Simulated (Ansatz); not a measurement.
An Ansatz input:

```yaml
crystal:
  lattice:
    - [4.580364725, 0.0, 0.0]
    - [-2.2901823625, 3.9667122105, 0.0]
    - [0.0, 0.0, 2.8304638833]
  atoms:
    - { symbol: Ti, position: [0.0, 1.0, 0.0], spin: 1.0 }
    - { symbol: Ti, position: [0.3333333333, 0.6666666667, 0.5], spin: 1.0 }
    - { symbol: Ti, position: [0.6666666667, 0.3333333333, 0.5], spin: 1.0 }
hamiltonian:
  xc: pbe
  pseudopotentials:
    kind: paw
    azcp:
      Ti: "pseudopotentials/Ti.paw.azcp"
basis:
  ecutwfc: 420
  fft_grid_basis: typed
kpoints:
  mp_grid: { grid: [11, 11, 15], shift: [0, 0, 0] }
magnetization:
  spin_polarized: true
scf:
  occupations: { method: fermi_dirac, width: 0.05 }
```

Terminal output

```
Engine: ansatz 0.2.0, aarch64-unknown-linux-gnu
Pseudopotentials: kind: paw
Pseudopotential: Ti, paw, valence charge 12, recommended cutoff 420 eV (normal) 
Functional definition: PBE
  parameter kappa = 0.804
  parameter beta = 0.06672455060314922
  exchange = pbe_x(kappa = kappa, mu = beta*pi^2/3)
  correlation = pbe_c(beta = beta)
Crystal: 3 atoms, lattice volume = 51.427 Å³
Basis set: ecut = 420 eV, 987 PW (Γ)
Bands: 24, of which v1, the nominal top of the filled ones, is band 18 counted from 1 (17 counted from 0)
Symmetry: 24 space group operations
Space group: P6/mmm (ITA 191), of the structure as read, at distance tolerance 3.7e-5 Å
Magnetic group: BNS 191.233 (UNI 1463), of the structure as read, at distance tolerance 3.7e-5 Å
k-points: 128 of 1815
Non-local potential: Ti, projectors of the file, l = 0: 3, l = 1: 2, l = 2: 3, l = 3: 1
PAW form: soft (Blöchl's): semilocal exchange-correlation on the pseudo side does not see the compensation charge
PAW one-centre angular grid: Ti, 590 points (default); XC on 64 Gauss nodes
Initial density: superposition of atomic densities (chi_scale 0.1, normalization cell)
Starting moments: Σ|m| = 3 μB on 3 of 3 sites
Initial wavefunctions: pseudopotential atomic-orbital guess
Functional: x = pbe(κ = 0.804, μ = 0.2195149727645171), c = pbe(β = 0.06672455060314922)
SCF iter   1: F=—  HF=-7500.250883 eV  |F-HF|=—  |Δ(HF+E_count)|=         —  Δρ=7.74e-2 (↑7.74e-2 ↓3.34e-2)  dr2=2.05e0  dr2_m=1.25e0  M=0.227 μB ∫|m|=0.238 μB  β_m=0.30  ethr=3.10e-3  ⟨swp⟩=4.2  Hψ=20596  notcnv=0
Mixer restart at iter 1: flushing history
SCF iter   2: F=—  HF=-7499.295646 eV  |F-HF|=—  |Δ(HF+E_count)|=   9.55e-1  Δρ=5.19e-2 (↑5.19e-2 ↓2.66e-2)  dr2=8.16e-1  dr2_m=6.39e-1  M=0.182 μB ∫|m|=0.195 μB  β_m=0.60  ethr=3.10e-3  ⟨swp⟩=2.2  Hψ=10303  notcnv=0  defer=27
SCF iter   3: F=—  HF=-7498.987412 eV  |F-HF|=—  |Δ(HF+E_count)|=   3.08e-1  Δρ=7.39e-3 (↑7.39e-3 ↓6.25e-3)  dr2=6.33e-2  dr2_m=1.23e-2  M=0.040 μB ∫|m|=0.053 μB  β_m=0.62  ethr=2.27e-3  ⟨swp⟩=3.0  Hψ=10213  notcnv=0  defer=27
SCF iter   4: F=—  HF=-7498.996176 eV  |F-HF|=—  |Δ(HF+E_count)|=   8.76e-3  Δρ=8.36e-3 (↑8.25e-3 ↓8.36e-3)  dr2=2.62e-1  dr2_m=1.11e-3  M=0.014 μB ∫|m|=0.031 μB  β_m=0.62  ethr=1.76e-4  ⟨swp⟩=3.3  Hψ=14313  notcnv=0
SCF iter   5: F=—  HF=-7499.026733 eV  |F-HF|=—  |Δ(HF+E_count)|=   3.06e-2  Δρ=8.12e-4 (↑6.78e-4 ↓8.12e-4)  dr2=1.46e-3  dr2_m=4.50e-5  M=0.004 μB ∫|m|=0.025 μB  β_m=0.69  ethr=1.76e-4  ⟨swp⟩=3.4  Hψ=12805  notcnv=0
SCF iter   6: F=—  HF=-7499.028220 eV  |F-HF|=—  |Δ(HF+E_count)|=   1.49e-3  Δρ=1.93e-4 (↑1.33e-4 ↓1.93e-4)  dr2=1.48e-5  dr2_m=7.46e-6  M=0.002 μB ∫|m|=0.018 μB  β_m=0.76  ethr=4.07e-6  ⟨swp⟩=2.0  Hψ=9223  notcnv=0
SCF iter   7: F=—  HF=-7499.028250 eV  |F-HF|=—  |Δ(HF+E_count)|=   2.99e-5  Δρ=9.67e-5 (↑8.14e-5 ↓9.67e-5)  dr2=1.01e-6  dr2_m=3.52e-6  M=0.001 μB ∫|m|=0.013 μB  β_m=0.88  ethr=4.11e-8  ⟨swp⟩=2.0  Hψ=10870  notcnv=0
SCF iter   8: F=—  HF=-7499.028253 eV  |F-HF|=—  |Δ(HF+E_count)|=   3.35e-6  Δρ=6.26e-5 (↑6.26e-5 ↓4.63e-5)  dr2=3.08e-7  dr2_m=1.38e-6  M=0.001 μB ∫|m|=0.008 μB  β_m=0.94  ethr=2.79e-9  ⟨swp⟩=2.0  Hψ=11024  notcnv=0
SCF iter   9: F=—  HF=-7499.028255 eV  |F-HF|=—  |Δ(HF+E_count)|=   1.50e-6  Δρ=1.78e-5 (↑1.78e-5 ↓1.38e-5)  dr2=5.98e-8  dr2_m=1.01e-7  M=-0.000 μB ∫|m|=0.001 μB  β_m=0.97  ethr=8.57e-10  ⟨swp⟩=2.8  Hψ=11823  notcnv=0
SCF iter  10: F=—  HF=-7499.028255 eV  |F-HF|=—  |Δ(HF+E_count)|=   1.34e-7  Δρ=7.03e-6 (↑7.03e-6 ↓4.76e-6)  dr2=3.38e-8  dr2_m=8.62e-9  M=-0.000 μB ∫|m|=0.000 μB  β_m=0.95  ethr=1.66e-10  ⟨swp⟩=2.0  Hψ=10946  notcnv=0
SCF iter  11: F=—  HF=-7499.028255 eV  |F-HF|=—  |Δ(HF+E_count)|=   1.27e-8  Δρ=1.56e-6 (↑1.16e-6 ↓1.56e-6)  dr2=2.18e-9  dr2_m=4.87e-10  M=-0.000 μB ∫|m|=0.000 μB  β_m=0.97  ethr=9.39e-11  ⟨swp⟩=2.1  Hψ=10298  notcnv=0
SCF iter  12: F=—  HF=-7499.028255 eV  |F-HF|=—  |Δ(HF+E_count)|=  9.48e-10  Δρ=6.15e-7 (↑6.15e-7 ↓4.58e-7)  dr2=3.92e-10  dr2_m=5.29e-11  M=-0.000 μB ∫|m|=0.000 μB  β_m=0.92  ethr=6.05e-12  ⟨swp⟩=2.0  Hψ=10945  notcnv=0
SCF iter  13: F=-7499.028255 eV  HF=-7499.028255 eV  |F-HF|=1.09e-11  |Δ(HF+E_count)|=  1.07e-10  Δρ=1.67e-7 (↑1.67e-7 ↓1.22e-7)  dr2=2.43e-11  dr2_m=5.17e-12  M=-0.000 μB ∫|m|=0.000 μB  ethr=1.09e-12  ⟨swp⟩=1.0  Hψ=17683  notcnv=0
SCF 1 converged in 13 iterations: F = -7499.028255 eV  dr2 = 2.43e-11
WARN: the starting moments were not kept: the SCF closed with an absolute magnetisation of 8.7e-6 μB, where they sum to 3 μB in size (3 sites). That is at most 0.1 of that sum. Measured as dr2_m measures the in/out step, that magnetisation stands 1.6e-11 eV from none, at or under the dr2_threshold of 1.0e-7 eV: it is no larger than a step whose dr2_m would equal this threshold. The system may hold no moment; this SCF shows only that its start led to no more than that. To try another start: raise the starting moments (crystal.atoms[].spin, magnetization.per_species, magnetization.initial_magnetization, or on a non-collinear deck that types none of these the spinor_matrix: blocks that start its atoms; where the total moment is fixed, keep their sum and leave initial_magnetization as it is; typed ones take the place of any that the run laid by itself, positive ones on a crystal's lanthanoids without a Hubbard term where scf.initial_density.shell_occupations: [] is typed) or, if the notice of its spin-set hold's release reads "site moments contracting" or "site moments show no strong build", lengthen the hold (scf.mixing.spin_hold: { on: { confirm: 4 } }; for m-r²SCAN on two components see the key's manual first). Each may lead to a state that holds a moment. A second SCF, from the converged charge density, with the starting moments and any scf.initial_density.shell_occupations laid on it anew, would have followed, and was not run: the deck does not ask for one (magnetization.retry_lost_moments is false, the default). To let it run, set magnetization.retry_lost_moments: true and run the deck again, where that key's refused combinations let it; where memory then withholds it, that run's warning says so.
SCF converged after 13 iterations
Magnetization: -0.0000 μB (18.0000 up, 18.0000 down)
Absolute magnetization: 0.0000 μB (∫|ρ↑−ρ↓|, with the PAW one-centre terms)
Spin contamination: 0.0000 ħ² per cell (⟨S²⟩ above its minimum at these occupations)
Per-site moments (μB) at R_I (Å): [(-3.322101766999364e-6, 1.16756635186125), (1.6565618094406392e-6, 1.090845857880367), (1.6565618093699008e-6, 1.090845857880367)]
Free energy (F): -7499.028255 eV
Harris-Foulkes:  -7499.028255 eV  (|F-HF|=1.09e-11)
Internal energy: -7499.005029 eV  (E = F + TS)
E sigma→0 (E₀):  -7499.016642 eV
Entropy (-TS):   -0.023226 eV (-7.742 meV/atom)
Fermi energy:    13.467224 eV
--- Per-component energies (eV) ---
  E_band       = -466.112709
  E_kinetic    = 817.988456
  E_local      = -2426.550782  (includes V_loc(G=0)·N_el)
  E_nonlocal   = 24.489576
  E_hartree    = 998.630884
  E_xc         = -292.679093
  E_vxc        = -366.194923  (∫ρ·V_xc dr)
  E_paw        = -3143.033905  (= ΣΔE_a)
  E_vpaw       = -513.107402  (= ΣTr[D̂ρ^β])
  E_aug_tail   = 0.000368  (compensation charges beyond the density's cutoff)
  E_ewald      = -3477.850533
  E_smearing   = -0.023226  (= −TS)
  E_closure    = 0.000000  (closes the sum)
  Σ components = -7499.028255   (vs F -7499.028255, Δ=0.00e0)
```
